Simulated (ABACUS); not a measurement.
# W2C (P-3m1) in ABACUS: convergence with scf thr

Aim: find how far scf thr must go before the results for W2C settle, at PBEsol. This setting moves, with any that are tied to it; all else stays.

Everything below comes from runs of ABACUS 3.10.1. Logs are shortened: lines on timing, memory, paths and dates and some standing lists are left out, and cuts for length are marked.

## (1) The crystal as given

The structure is trigonal, space group P-3m1 (No. 164). Conventional cell: a = 3.070 Å, b = 3.070 Å, c = 4.678 Å, α = 90.00°, β = 90.00°, γ = 120.00°. W (site symmetry 3m) has 3 C at 2.13 Å as nearest neighbours. C (site symmetry -3m) has 6 W at 2.13 Å as nearest neighbours.

The cell comes from a database or a generator and needn't be the stable form of this composition.

## (2) With scf thr 0.01

INPUT

```
INPUT_PARAMETERS
suffix              W2C
calculation         scf
basis_type          pw
pseudo_dir          ./
symmetry            1
dft_functional      pbesol
ecutwfc             40
pseudo_rcut         10
nspin               1
nbands              20
ks_solver           dav
smearing_method     gauss
smearing_sigma      0.00734986
scf_thr             0.01
scf_nmax            100
mixing_type         broyden
mixing_beta         0.7
cal_force           1
cal_stress          1
ecutrho             320
kpar                4
```

STRU

```
ATOMIC_SPECIES
W 183.8400 w_pbesol_v1.2.uspp.F.UPF
C 12.0110 c_pbesol_v1.2.uspp.F.UPF

LATTICE_CONSTANT
1.8897261246

LATTICE_VECTORS
3.0700456420 0.0000000000 0.0000000000
-1.5350228210 2.6587375167 0.0000000000
0.0000000000 0.0000000000 4.6784280000

ATOMIC_POSITIONS
Direct

W
0.0
2
0.6666666667 0.3333333333 0.2536690000 1 1 1
0.3333333333 0.6666666667 0.7463310000 1 1 1

C
0.0
1
0.0000000000 0.0000000000 0.0000000000 1 1 1
```

KPT

```
K_POINTS
0
Gamma
8 8 5 0 0 0
```

Potentials or basis: GBRV ultrasoft 1.5 PBEsol, plane waves.

Run with:

```
$ OMP_NUM_THREADS=1 mpirun -np 4 abacus > log
```

Wall time 16 s (4 MPI ranks of Intel Xeon Platinum 8375C at 2.90GHz (Ice Lake), shared host); peak memory 0.96 GiB.

Results:

```yaml
Free_energy: -4483.7932 eV
Pressure: -9.9 GPa
Largest_force: 8.062 eV/Å
Band_gap_on_the_k_mesh: none (metal or under the smearing width)
```

## (3) With scf thr 0.001

INPUT: that of step 2 with these lines changed.

```diff
@@ -14,3 +14,3 @@
 smearing_sigma      0.00734986
-scf_thr             0.01
+scf_thr             0.001
 scf_nmax            100
```

STRU is that of step 2.

KPT is that of step 2.

Potentials or basis: GBRV ultrasoft 1.5 PBEsol, plane waves.

Run with:

```
$ OMP_NUM_THREADS=1 mpirun -np 4 abacus > log
```

Run time: 20 s. Hardware: 4 MPI ranks of Intel Xeon Platinum 8375C at 2.90GHz (Ice Lake), shared host; peak memory 0.96 GiB.

Results:

* Free energy: -4483.8370 eV
* Pressure: -13.6 GPa
* Largest force: 1.318 eV/Å
* Band gap on the k mesh: none (metal or under the smearing width)

## (4) With scf thr 0.0001

INPUT: that of step 3 with these lines changed.

```diff
@@ -14,3 +14,3 @@
 smearing_sigma      0.00734986
-scf_thr             0.001
+scf_thr             0.0001
 scf_nmax            100
```

STRU is that of step 3.

KPT is that of step 3.

Run with:

```
$ OMP_NUM_THREADS=1 mpirun -np 4 abacus > log
```

It took 21 s on 4 MPI ranks of Intel Xeon Platinum 8375C at 2.90GHz (Ice Lake), shared host; peak memory 0.96 GiB.

What came out:

- Free energy: -4483.8381 eV
- Pressure: -12.2 GPa
- Largest force: 0.230 eV/Å
- Band gap on the k mesh: none (metal or under the smearing width)

## (5) With scf thr 1e-05

INPUT: that of step 4 with these lines changed.

```diff
@@ -14,3 +14,3 @@
 smearing_sigma      0.00734986
-scf_thr             0.0001
+scf_thr             1e-05
 scf_nmax            100
```

STRU is that of step 4.

KPT is that of step 4.

Run with:

```
$ OMP_NUM_THREADS=1 mpirun -np 4 abacus > log
```

It took 21 s on 4 MPI ranks of Intel Xeon Platinum 8375C at 2.90GHz (Ice Lake), shared host; peak memory 0.96 GiB.

What came out:

```
Free energy            : -4483.8381 eV
Pressure               : -12.2 GPa
Largest force          : 0.230 eV/Å
Band gap on the k mesh : none (metal or under the smearing width)
```

## (6) With scf thr 1e-06

INPUT: that of step 5 with these lines changed.

```diff
@@ -14,3 +14,3 @@
 smearing_sigma      0.00734986
-scf_thr             1e-05
+scf_thr             1e-06
 scf_nmax            100
```

STRU is that of step 5.

KPT is that of step 5.

Potentials or basis: GBRV ultrasoft 1.5 PBEsol, plane waves.

Run with:

```
$ OMP_NUM_THREADS=1 mpirun -np 4 abacus > log
```

Run time: 24 s. Hardware: 4 MPI ranks of Intel Xeon Platinum 8375C at 2.90GHz (Ice Lake), shared host; peak memory 0.96 GiB.

It converged, with:

```yaml
Free_energy: -4483.8381 eV
Pressure: -12.6 GPa
Largest_force: 0.146 eV/Å
Band_gap_on_the_k_mesh: none (metal or under the smearing width)
```

## (7) With scf thr 1e-07

INPUT: that of step 6 with these lines changed.

```diff
@@ -14,3 +14,3 @@
 smearing_sigma      0.00734986
-scf_thr             1e-06
+scf_thr             1e-07
 scf_nmax            100
```

STRU is that of step 6.

KPT is that of step 6.

Run with:

```
$ OMP_NUM_THREADS=1 mpirun -np 4 abacus > log
```

Run time: 30 s. Hardware: 4 MPI ranks of Intel Xeon Platinum 8375C at 2.90GHz (Ice Lake), shared host; peak memory 0.92 GiB.

The run converged. Its results:

- Free energy: -4483.8381 eV
- Pressure: -12.6 GPa
- Largest force: 0.188 eV/Å
- Band gap on the k mesh: none (metal or under the smearing width)

## (8) With scf thr 1e-08

INPUT: that of step 7 with these lines changed.

```diff
@@ -14,3 +14,3 @@
 smearing_sigma      0.00734986
-scf_thr             1e-07
+scf_thr             1e-08
 scf_nmax            100
```

STRU is that of step 7.

KPT is that of step 7.

Run with:

```
$ OMP_NUM_THREADS=1 mpirun -np 4 abacus > log
```

It took 27 s on 4 MPI ranks of Intel Xeon Platinum 8375C at 2.90GHz (Ice Lake), shared host; peak memory 0.96 GiB.

It converged, with:

| Property | Result |
| --- | --- |
| Free energy | -4483.8381 eV |
| Pressure | -12.6 GPa |
| Largest force | 0.188 eV/Å |
| Band gap on the k mesh | none (metal or under the smearing width) |

## (9) With scf thr 1e-10

INPUT: that of step 8 with these lines changed.

```diff
@@ -14,3 +14,3 @@
 smearing_sigma      0.00734986
-scf_thr             1e-08
+scf_thr             1e-10
 scf_nmax            100
```

STRU is that of step 8.

KPT is that of step 8.

Potentials or basis: GBRV ultrasoft 1.5 PBEsol, plane waves.

Run with:

```
$ OMP_NUM_THREADS=1 mpirun -np 4 abacus > log
```

running log:

```text
ABACUS v3.10.1

               Atomic-orbital Based Ab-initio Computation at UStc

 ------------------------------------------------------------------------------------

 READING GENERAL INFORMATION
                           global_out_dir = OUT.W2C/
                           global_in_card = INPUT
                               pseudo_dir = ./
                              orbital_dir =
                                    DSIZE = 4
                                    GSIZE = 1

 READING UNITCELL INFORMATION
                                    ntype = 2
                  lattice constant (Bohr) = 1.88973
              lattice constant (Angstrom) = 1

 READING ATOM TYPE 1
                               atom label = W
                      L=0, number of zeta = 1
                      L=1, number of zeta = 1
                      L=2, number of zeta = 1
             number of atom for this type = 2

 READING ATOM TYPE 2
                               atom label = C
                      L=0, number of zeta = 1
                      L=1, number of zeta = 1
                      L=2, number of zeta = 1
             number of atom for this type = 1

                        TOTAL ATOM NUMBER = 3
DIRECT COORDINATES
    atom                   x                   y                   z     mag                  vx                  vy                  vz
taud_W1            0.6666666667        0.3333333333        0.2536690000  0.0000        0.0000000000        0.0000000000        0.0000000000
[... 280 lines left out ...]
     Energy           Rydberg                 eV
----------------------------------------------------------
 E_KohnSham     -329.3004460499      -4480.3624202200
 E_Harris       -332.6588951386      -4526.0564642694
 E_Fermi        1.5969860375         21.7281097359
----------------------------------------------------------
[... 87 lines left out ...]
 Density error is 1.15017794137e-11
                          Error Threshold = 1.17716246906e-12
----------------------------------------------------------
     Energy           Rydberg                 eV
----------------------------------------------------------
 E_KohnSham     -329.5559061402      -4483.8381330593
 E_KS(sigma->0) -329.5556342502      -4483.8344338062
 E_Harris       -329.5559011794      -4483.8380655648
 E_band         -12.8676593156       -175.0734866149
 E_one_elec     -32.6564832083       -444.3142482745
 E_Hartree      35.1835222233        478.6963779468
 E_xc           -85.6514568916       -1165.3478557271
 E_Ewald        -246.4309444836      -3352.8650084983
 E_entropy(-TS) -0.0005437800        -0.0073985062
 E_descf        0.0000000000         0.0000000000
 E_exx          0.0000000000         0.0000000000
 E_Fermi        1.5604203572         21.2306081326
----------------------------------------------------------

 charge density convergence is achieved
 final etot is -4483.8381331 eV
 EFERMI = 21.230608133 eV

 STATE ENERGY(eV) AND OCCUPATIONS    NSPIN == 1
 1/10 kpoint (Cartesian) = 0.0000 0.0000 0.0000 (1103 pws)
       1       -53.5675     0.00625000
       2       -53.4919     0.00625000
       3       -18.2255     0.00625000
       4       -17.6282     0.00625000
       5       -17.6282     0.00625000
       6       -17.4920     0.00625000
[... 122 lines left out ...]
      19        22.9548        0.00000
      20        23.7971        0.00000

[... levels at 4 further k points ...]

------------------------------------------------------------------------------------------
 TOTAL-FORCE (eV/Angstrom)
------------------------------------------------------------------------------------------
                        W1         0.0000000000         0.0000000000        -0.1855262704
                        W2         0.0000000000         0.0000000000         0.1855262704
                        C1         0.0000000000         0.0000000000         0.0000000000
------------------------------------------------------------------------------------------

----------------------------------------------------------------
 TOTAL-STRESS (KBAR)
----------------------------------------------------------------
      -117.9071281108        -0.0000000000         0.0000000000
         0.0000000000      -117.9071281153         0.0000000000
         0.0000000000        -0.0000000000      -141.5272372121
----------------------------------------------------------------
 TOTAL-PRESSURE: -125.780498 KBAR

 --------------------------------------------
 !FINAL_ETOT_IS -4483.8381330592592349 eV
 --------------------------------------------
```

It took 36 s on 4 MPI ranks of Intel Xeon Platinum 8375C at 2.90GHz (Ice Lake), shared host; peak memory 0.96 GiB.

What came out:

```yaml
Free_energy: -4483.8381 eV
Pressure: -12.6 GPa
Largest_force: 0.186 eV/Å
Band_gap_on_the_k_mesh: none (metal or under the smearing width)
```

## (10) Result

```tsv
scf thr	energy less the tightest run, at zero smearing (meV/atom)	pressure (GPa)	largest force (eV/Å)	SCF cycles	CPU time (s)
0.01	15.10	-9.90	8.062	3	63
0.001	0.36	-13.64	1.318	4	78
0.0001	0.01	-12.24	0.230	5	82
1e-05	0.01	-12.24	0.230	5	84
1e-06	0.00	-12.62	0.146	6	97
1e-07	0.00	-12.58	0.188	7	120
1e-08	0.00	-12.58	0.188	7	110
1e-10	0.00	-12.58	0.186	9	140
```

Against the tightest run, the energy stays within 1 meV/atom from 0.001 on; the pressure stays within 0.1 GPa from 1e-06 on; the largest force stays within 0.005 eV/Å from 1e-07 on. The tightest run that finished is the yardstick and may itself not be fully converged.

Caveats: there are fewer bands than atomic start orbitals, so a level may be missed at k points of high symmetry.
